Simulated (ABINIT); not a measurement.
Crystal: TePb.

```xyz
4
Lattice="0.0000 -3.2270 -3.2270 -3.2270 0.0000 -3.2270 3.2270 3.2270 -6.4540" Properties=species:S:1:pos:R:3 pbc="T T T"
Te    0.1005   -0.0988   -9.7029
Te   -0.1005    0.0988   -3.2051
Pb   -0.0151    0.1259   -6.4139
Pb    0.0151    3.1011   -9.7211
```

Base run:

```yaml
Program: ABINIT 10.8.3 (patched build)
Functional: PBEsol
Potentials_or_basis: JTH PAW PBE v2.0 sp
Cutoff: 299 eV
k_mesh: 5 × 5 × 3
Occupations: fermi-dirac, width 0.05 eV
Spin: no spin polarisation
```

Its results: band gap on the k mesh 0.65 eV, direct; pressure 0.5 GPa; largest force 0.783 eV/Å.

Problem. The run is repeated on the same cell with these changes: functional from PBEsol to PBE. What comes out?

Solution. Band gap on the k mesh 0.72 eV, direct; pressure 3.0 GPa; largest force 0.820 eV/Å.

PBE binds less tightly than PBEsol, so the same cell stands under more pressure.

Caveats: spin-orbit coupling is left out, which as a rule narrows the gap of such compounds by several tenths of an eV; this set keeps more shells in the core, which shifts pressures and gaps; an odd mesh through Γ misses points on the zone boundary, where band edges often lie; the PAW data sets were made with another functional, which shifts forces and pressure a little (some runs).
